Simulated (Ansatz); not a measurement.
# Formation energy and levels of the vacancy V_C in SiC (F-43m)

Charge states of V_C in SiC (F-43m), set against the band edges. Model: a cell of 54 host atoms with 1 C taken out.

Method: place-levels on r2SCAN runs: charge-transition levels and formation energies with image-charge correction and potential alignment at the atomic sites; PAW set soft_1, in Ansatz 0.2.0.

### Step 1. Starting point

The cell holds 53 atoms: 27 Si and 26 C. Its edges and angles: a = 8.964 Å, b = 8.964 Å, c = 8.964 Å, α = 60.0°, β = 60.0°, γ = 60.0°. It derives from SiC (space group F-43m). Nearest the centre at fractional (0.417, 0.417, 0.417): Si44 at 1.83 Å, Si32 at 1.83 Å, Si28 at 1.83 Å, Si27 at 1.83 Å, C26 at 2.99 Å, C24 at 2.99 Å, C22 at 2.99 Å, C31 at 2.99 Å.

Screening for the image-charge correction: ε∞ = 7.06, ε0 = 10.43, computed on the host (DFPT, PBEsol, on the r2SCAN cell), and a cell off the functional's own equilibrium shifts the ionic part.

The relaxed host is scaled by −3.0 % along all axes; the dielectric constants are those of the unstrained host.

The cell's shortest repeat is 9.0 Å.

### Step 2. What was run first

A transition level is the Fermi level at which two charge states cost the same, so each charge needs its own total energy, at its own relaxed structure.

Each atom starts 0.05 Å or so off its site in a random direction: a symmetric start keeps its symmetry, and would miss off-centre moves and Jahn–Teller distortions. Forces are taken on a 2×2×2 shifted mesh. The cell holds 2 electrons more than the neutral one, with a uniform background that keeps it neutral on the whole.

The sampling was tested on the host first: at the k-points planned (1x1x1 shifted 0.25 0.25 0.25) its energy lies 0.123 eV an atom from the dense-mesh value, so the final energies take a denser sampling.

One of the inputs; charge, spin and start change from state to state.

File qm2.relax/input.yaml:

```yaml
crystal:
  lattice:
    - [0.0, 6.33884207, 6.33884207]
    - [6.33884207, 0.0, 6.33884207]
    - [6.33884207, 6.33884207, 0.0]
  atoms:
    - { symbol: Si, position: [0.0, 0.0, 0.0] }
    - { symbol: C, position: [0.08333333, 0.08333333, 0.08333333] }
[... 7 atom lines left out ...]
    - { symbol: C, position: [0.08333333, 0.41666667, 0.41666667] }
[... 1 atom line left out ...]
    - { symbol: C, position: [0.08333333, 0.41666667, 0.75] }
[... 3 atom lines left out ...]
    - { symbol: C, position: [0.08333333, 0.75, 0.41666667] }
[... 5 atom lines left out ...]
    - { symbol: C, position: [0.41666667, 0.08333333, 0.41666667] }
[... 1 atom line left out ...]
    - { symbol: C, position: [0.41666667, 0.08333333, 0.75] }
[... 1 atom line left out ...]
    - { symbol: C, position: [0.41666667, 0.41666667, 0.08333333] }
    - { symbol: Si, position: [0.33333333, 0.33333333, 0.33333333] }
    - { symbol: Si, position: [0.33333333, 0.33333333, 0.66666667] }
    - { symbol: C, position: [0.41666667, 0.41666667, 0.75] }
[... 1 atom line left out ...]
    - { symbol: C, position: [0.41666667, 0.75, 0.08333333] }
    - { symbol: Si, position: [0.33333333, 0.66666667, 0.33333333] }
    - { symbol: C, position: [0.41666667, 0.75, 0.41666667] }
    - { symbol: Si, position: [0.33333333, 0.66666667, 0.66666667] }
[... 3 atom lines left out ...]
    - { symbol: Si, position: [0.66666667, 0.0, 0.33333333] }
    - { symbol: C, position: [0.75, 0.08333333, 0.41666667] }
[... 2 atom lines left out ...]
    - { symbol: Si, position: [0.66666667, 0.33333333, 0.0] }
    - { symbol: C, position: [0.75, 0.41666667, 0.08333333] }
    - { symbol: Si, position: [0.66666667, 0.33333333, 0.33333333] }
    - { symbol: C, position: [0.75, 0.41666667, 0.41666667] }
[... 2 atom lines left out ...]
    - { symbol: Si, position: [0.66666667, 0.66666667, 0.0] }
[... 4 atom lines left out ...]
    - { symbol: C, position: [0.75, 0.75, 0.75] }
  host:
    repeats: [3, 3, 3]
    atoms:
      - { symbol: Si, position: [0.0, 0.0, 0.0] }
      - { symbol: C, position: [0.25, 0.25, 0.25] }
total_charge: -2
basis:
  ecutwfc: 500
  xc_grid: 2
hamiltonian:
  xc: r2scan
  pseudopotentials: { kind: paw, azcp: { folder: soft_1 } }
kpoints:
  mp_grid: { grid: [2, 2, 2], shift: [0.5, 0.5, 0.5] }
scf:
  occupations: { method: fixed }
  max_iter: 60
output:
  forces: true
  charged_corrections:
    epsilon: 7.06
    static_epsilon: 10.43
    defect_position: [0.416667, 0.416667, 0.416667]
relax:
  f_tol: 0.02
  max_steps: 80
  random_displacement: { amplitude: 0.05, seed: 107 }
checkpoint:
  write: "../qm2.relax.run"
  compress: false
  write_wavefunctions: true
  write_every: 100000
```

Run with:

```bash
$ ansatz run input.yaml --threads 4 --pin off --max-ram 7536MiB --backend cpu --events-out ev --progress --plain --runs-dir out
```

The run of this state that the levels use, under r2SCAN:

File qm2.point/input.yaml:

```yaml
crystal:
  checkpoint: "../qm2.relax.run"
  host: checkpoint
total_charge: -2
basis:
  ecutwfc: 500
  xc_grid: 2
hamiltonian:
  xc: r2scan
  pseudopotentials: { kind: paw, azcp: { folder: soft_1 } }
kpoints:
  mp_grid: { grid: [2, 2, 2], shift: [0.5, 0.5, 0.5] }
scf:
  occupations: { method: fixed }
  max_iter: 60
output:
  forces: true
  eigenvalues: true
  charged_corrections:
    epsilon: 7.06
    static_epsilon: 10.43
    defect_position: [0.416667, 0.416667, 0.416667]
  eigenstates: { localisation: true }
  populations: true
checkpoint:
  read: "../qm2.relax.run"
  write: "../qm2.point.run"
  compress: false
  write_wavefunctions: false
  write_every: 100000
```

Relaxations under r2SCAN at a 2×2×2 shifted mesh; times on 4 threads of Intel Xeon 6975P-C (Granite Rapids), shared host:

```
charge  moment (μB)  occupations    outcome  steps  largest displacement against the far atoms (Å)     time
    −2            0        fixed  converged     26                                            0.54  2.9 min
    −1            1        fixed  converged      8                                            0.15  3.3 min
     0            0        fixed  converged     14                                            0.21     98 s
    +1            1        fixed  converged     19                                            0.06  6.1 min
    +2            0        fixed  converged      5                                            0.07     44 s
    −2            2        fixed  converged     11                                            0.24  3.5 min
     0            2        fixed  converged     12                                            0.10    4 min
```

Single points under r2SCAN at a 2×2×2 shifted mesh; times on 4 threads of Intel Xeon 6975P-C (Granite Rapids), shared host:

```
charge  moment (μB)  occupations    outcome   time
    −2            0        fixed  converged  7.7 s
    −1            1        fixed  converged   21 s
     0            0        fixed  converged  9.1 s
    +1            1        fixed  converged   21 s
    +2            0        fixed  converged  7.2 s
    −2            2        fixed  converged   21 s
     0            2        fixed  converged   22 s
```

Distances (Å) from the ideal centre to the nearest atoms after relaxation with r2SCAN:

```
charge  moment (μB)       1.       2.       3.       4.      5.      6.
    −2            0  Si 1.29  Si 1.75  Si 1.75  Si 1.75  C 2.92  C 2.92
    −2            2  Si 1.61  Si 1.64  Si 1.66  Si 1.66  C 2.93  C 2.95
    −1            1  Si 1.68  Si 1.70  Si 1.71  Si 1.71  C 2.97  C 2.97
     0            0  Si 1.75  Si 1.75  Si 1.75  Si 1.77  C 2.88  C 2.88
     0            2  Si 1.76  Si 1.76  Si 1.77  Si 1.77  C 2.95  C 2.96
    +1            1  Si 1.82  Si 1.83  Si 1.84  Si 1.84  C 2.94  C 2.94
    +2            0  Si 1.90  Si 1.90  Si 1.91  Si 1.91  C 2.97  C 2.97
```

### Step 3. Levels against the band edges, r2SCAN

A charged cell interacts with its images and the background, and its potential has another zero than the host's. place-levels removes the first by a point-charge model, screened by the static dielectric constant since the ions have relaxed around the charge, and the second by comparing potentials at atoms far from the defect.

The host is a run of the defect-free crystal in the same cutoffs, grids and k-points, so that basis and sampling errors cancel in part in the differences. The host is run in a cell of 2 atoms on a matching mesh. Its band edges are searched through the zone by a band path, so the gap is smaller than, or equal to, that on the mesh. Chemical potentials are energies per atom of C (diamond), run with the same functional and cutoff. Carbon is taken as diamond, which semilocal functionals can put about 0.1 eV an atom over graphite.

File levels.point.yaml:

```yaml
host:
  run: host.point.run
states: [qm2.point.run, qm1_M1.point.run, q0.point.run, qp1_M1.point.run, qp2.point.run, qm2_M2.point.run, q0_M2.point.run]
geometry_from:
  qm2.point.run: qm2.relax.run
  qm1_M1.point.run: qm1_M1.relax.run
  q0.point.run: q0.relax.run
  qp1_M1.point.run: qp1_M1.relax.run
  qp2.point.run: qp2.relax.run
  qm2_M2.point.run: qm2_M2.relax.run
  q0_M2.point.run: q0_M2.relax.run
  host.point.run: host.relax.run
chemical_potentials:
  C:
    energy: -251.553391
    dataset: "<sha256 of the dataset>"
epsilon: 7.06
static_epsilon: 10.43
vertical:
  - { from: qm2.point.run, to: qm2.point_neutral.run }
  - { from: qm1_M1.point.run, to: qm1_M1.point_neutral.run }
  - { from: qp1_M1.point.run, to: qp1_M1.point_neutral.run }
  - { from: qp2.point.run, to: qp2.point_neutral.run }
  - { from: qm2_M2.point.run, to: qm2_M2.point_neutral.run }
```

Run with:

```bash
$ ansatz place-levels levels.point.yaml -- --threads 4 --pin off --max-ram 7536MiB
```

Numbers of over 12 decimals in the logs are rounded to 6 here.

The program printed:

```text
[... repeated set-up lines and file paths are left out, and long positions are rounded to six places ...]
(+2/+1) 1.123 eV above the valence edge, 0.520 eV under the conduction edge
(+1/0) 1.560 eV above the valence edge, 0.083 eV under the conduction edge
(0/-1) 2.003 eV above the valence edge (+2.381 eV without the band-filling correction), in the conduction band; not on the lower envelope
(-1/-2) 1.910 eV above the valence edge (+2.671 eV without the band-filling correction), in the conduction band; not on the lower envelope
(0/-2) 1.957 eV above the valence edge (+2.526 eV without the band-filling correction), in the conduction band: charges between them are lowest nowhere
formation energy of charge +2: +2.078 eV with the Fermi level at the valence edge
formation energy of charge +1: +3.200 eV with the Fermi level at the valence edge
formation energy of charge 0: +4.761 eV with the Fermi level at the valence edge
formation energy of charge -1: +6.764 eV with the Fermi level at the valence edge
formation energy of charge -2: +8.675 eV with the Fermi level at the valence edge
vertical -2 to 0: no energy, since no alignment is typed
  the change from vertical[0].from (qm2.point.run) to vertical[0].to (qm2.point_neutral.run): by its potential at epsilon 7.06 it stands at 0.395 0.396 0.459, with an rms radius of about 2.1 Å (1.3 1.3 1.0 Å across the planes of the cell's vectors); [...]
vertical -1 to 0: no energy, since no alignment is typed
  the change from vertical[1].from (qm1_M1.point.run) to vertical[1].to (qm1_M1.point_neutral.run): by its potential at epsilon 7.06 it stands at 0.408 0.409 0.410, with an rms radius of about 2.0 Å (1.2 1.2 1.0 Å across the planes of the cell's vectors); [...]
vertical +1 to 0: no energy, since no alignment is typed
[...]
of states[2] (q0.point.run): its alignment with the host at atomic sites is doubtful: the mean over the far sites moves by -0.0712 eV from their farther parts to their nearer, more than 0.05 eV. [...]
  of states[1] (qm1_M1.point.run): a band-filling correction moves a carrier to the host's band edge, which changes its energy by -0.378 eV; stability_check_not_made
  of states[0] (qm2.point.run): it parts from the run at its places by a charge that spreads by about 1.3 Å along one vector (1.3 Å or more is wide), by its potential at epsilon 7.06, taken for that of held ions (one typed too small widens it), where the cell [...]
  of states[6] (q0_M2.point.run): its alignment with the host at atomic sites is doubtful: the mean over the far sites moves by -0.0697 eV from their farther parts to their nearer, more than 0.05 eV. [...]
  of states[5] (qm2_M2.point.run): it parts from the run at its places by a charge that spreads by about 1.3 Å along one vector (1.3 Å or more is wide), by its potential at epsilon 7.06, taken for that of held ions (one typed too small widens it), where the [...]
  of vertical[0].from (qm2.point.run): it parts from the run at its places by a charge that spreads by about 1.3 Å along one vector (1.3 Å or more is wide), by its potential at epsilon 7.06, taken for that of held ions (one typed too small widens it), where [...]
  of vertical[1].from (qm1_M1.point.run): stability_check_not_made
  of vertical[2].from (qp1_M1.point.run): stability_check_not_made; [...]
  of vertical[2].to (qp1_M1.point_neutral.run): band_overlap_at_count
  of vertical[3].from (qp2.point.run): it parts from the run at its places by a charge that spreads by about 1.4 Å along one vector (1.3 Å or more is wide), by its potential at epsilon 7.06, taken for that of held ions (one typed too small widens it), where [...]
  of vertical[3].to (qp2.point_neutral.run): band_overlap_at_count
  of vertical[4].from (qm2_M2.point.run): stability_check_not_made; [...]
```

Run time: 0.52 s. Hardware: 4 threads of Intel Xeon 6975P-C (Granite Rapids), shared host.

Levels between the charges placed, in eV above the valence top:

```
        gap (eV)  (+2/+1)  (+1/0)  (0/−1)  (−1/−2)
r2SCAN      1.64     1.12    1.56    2.00     1.91
```

Corrections by state:

```
charge  moment (μB)  image terms and alignment (eV)  band filling (eV)  ε used  over the lowest of its charge, as the program ranks them, band filling apart (eV)
    +2          0.0                           0.459                  -   10.43                                                                              0.000
    +1          1.0                           0.027                  -   10.43                                                                              0.000
     0          0.0                           0.000                  -       -                                                                              0.000
    −1          1.0                           0.384             -0.378   10.43                                                                              0.000
    −2          0.0                           1.224             -1.139   10.43                                                                              0.000
     0          2.0                           0.000                  -       -                                                                              0.167
    −2          2.0                           1.194                  -   10.43                                                                              0.107
```

The charged structures listed were also run neutral, and place-levels reads from each pair, by the potential or the spins, how wide the charge is by which they differ; that can be the carrier of either run.

```
charge  rms radius (Å)  spread where it is widest against the cell (Å)  wide from (Å)  reading
    +2             2.5                                            1.44           1.27     wide
    +1             2.2                                            1.34           1.27     wide
    −1             2.0                                            1.22           1.27   narrow
    −2             2.1                                            1.29           1.27     wide
```

The neutral runs of these pairs need not share the spin of the lowest neutral state, and very wide values only mean spread over the cell.

From the program's caveats on the states, each cut to its opening words:

- charge +2: it parts from the run at its places by a charge that spreads by about 1.4 Å along one vector (1.3 Å or more is wide), by its potential at epsilon 7.06, taken [...]
- charge +2: its alignment with the host at atomic sites is doubtful: the mean over the far sites moves by -0.3182 eV from their farther parts to their nearer, more than [...]
- charge +1 (1 μB), −2, −2 (2 μB): it parts from the run at its places by a charge that spreads by about 1.3 Å along one vector (1.3 Å or more is wide), by its potential at epsilon 7.06, taken [...]
- charge +1 (1 μB): its alignment with the host at atomic sites is doubtful: the mean over the far sites moves by -0.1857 eV from their farther parts to their nearer, more than [...]
- charge +1 (1 μB), −1 (1 μB), 0 (2 μB), −2 (2 μB): flagged: stability check not made
- charge 0: its alignment with the host at atomic sites is doubtful: the mean over the far sites moves by -0.0712 eV from their farther parts to their nearer, more than [...]
- charge −1 (1 μB): a band-filling correction moves a carrier to the host's band edge, which changes its energy by -0.378 eV
- charge −2: a band-filling correction moves a carrier to the host's band edge, which changes its energy by -1.139 eV
- charge −2: its alignment with the host at atomic sites is doubtful: the mean over the far sites moves by +0.1233 eV from their farther parts to their nearer, more than [...]
- charge 0 (2 μB): its alignment with the host at atomic sites is doubtful: the mean over the far sites moves by -0.0697 eV from their farther parts to their nearer, more than [...]
- charge −2 (2 μB): its alignment with the host at atomic sites is doubtful: the mean over the far sites moves by +0.1290 eV from their farther parts to their nearer, more than [...]

The host's formation energy from the elements is -0.291 eV per atom at this strain; it sets how far the chemical potentials can move.

Limit set by the element alone; other compounds of these elements are not counted. Chemical potentials from the elements' reference states: C 0.00 eV, Si -0.58 eV. Formation energy by charge state (C-rich; gap 1.64 eV):

```
charge  at valence top (eV)  at conduction bottom (eV)  correction included (eV)
    +2                 2.08                       5.36                      0.46
    +1                 3.20                       4.84                      0.03
     0                 4.76                       4.76                      0.00
    −1                 6.76                       5.12                      0.01
    −2                 8.67                       5.39                      0.09
```

(Fermi level (eV), lowest formation energy (eV)): (0.00, 2.08), (0.15, 2.38), (0.30, 2.67), (0.45, 2.97), (0.60, 3.27), (0.75, 3.57), (0.90, 3.87), (1.05, 4.17), (1.20, 4.40), (1.34, 4.54), (1.49, 4.69), (1.64, 4.76)

Limit set by the element alone; other compounds of these elements are not counted. Chemical potentials from the elements' reference states: Si 0.00 eV, C -0.58 eV. Formation energies (Si-rich), with the Fermi level at the valence top and at the conduction bottom (gap 1.64 eV):

```
charge  at valence top (eV)  at conduction bottom (eV)  correction included (eV)
    +2                 1.50                       4.78                      0.46
    +1                 2.62                       4.26                      0.03
     0                 4.18                       4.18                      0.00
    −1                 6.18                       4.54                      0.01
    −2                 8.09                       4.81                      0.09
```

| Fermi level (eV) | lowest formation energy (eV) |
| --- | --- |
| 0.00 | 1.50 |
| 0.15 | 1.79 |
| 0.30 | 2.09 |
| 0.45 | 2.39 |
| 0.60 | 2.69 |
| 0.75 | 2.99 |
| 0.90 | 3.29 |
| 1.05 | 3.59 |
| 1.20 | 3.81 |
| 1.34 | 3.96 |
| 1.49 | 4.11 |
| 1.64 | 4.18 |

### Step 4. Summary of results

```
gap of the host                                                          : 1.64 eV (r2SCAN)
level (plus 2/plus 1)                                                    : 1.12 eV above the valence top
level (plus 1/0)                                                         : 1.56 eV above the valence top
level (0/minus 1)                                                        : 2.00 eV above the valence top, past the conduction bottom, not a change between lowest states (2.38 eV above the valence top without the band-filling term)
level (minus 1/minus 2)                                                  : 1.91 eV above the valence top, past the conduction bottom, not a change between lowest states (2.67 eV above the valence top without the band-filling term)
lowest of the charges placed, just above the valence top (0.02 eV)       : +2
lowest of the charges placed, just below the conduction bottom (0.02 eV) : 0
lowest formation energy at mid-gap of the charges run, C-rich            : 3.72 eV
lowest formation energy at mid-gap of the charges run, Si-rich           : 3.14 eV
```

Of the charges placed (−2, −1, 0, +1 and +2), the lowest changes at 1.12 eV (+2/+1) and 1.56 eV (+1/0) above the valence top, in a gap of 1.64 eV. (+1/0) lies 0.08 eV from a band edge, less than the doubt on such levels. Charges above +2 were not placed, so these runs say nothing of levels that involve them. States placed: +2 at 0 μB; +1 at 1 μB; 0 at 0 μB and 2 μB; −1 at 1 μB; −2 at 0 μB and 2 μB. Other spin states or structures, where not listed, weren't placed. The program finds carriers beyond a band edge of the host and adds a band-filling term at charge −2 (-1.14 eV) and −1 (-0.38 eV); steps to such a charge show no bound level, and a defect level inside a band would be read the same way. The program doubts the alignment of potentials for at least one state, a sign that the cell is small. Limits: the images are only 9.0 Å apart; r2SCAN makes the gap too small and tends to spread out bound carriers.

[Logs are printed without paths, hosts, clocks, repeated set-up lines and the standing remarks that a program may print on its own settings, such as how far it seeks lower states.]

[Hosts, paths, dates, database ids (printed as entryN), source tags and the programs' standing remarks are cut or masked in the printed files.]

[Where a table of states has a column of steps, it counts the stored structures, which are thinned; the runs took as many ionic steps or more.]

[A defect's name tells the site on which it was built; relaxed atoms can leave that site.]

[For some hosts the program warned that the k-mesh of the response run may be too coarse for force constants and the static dielectric constant; such warnings are not shown here.]
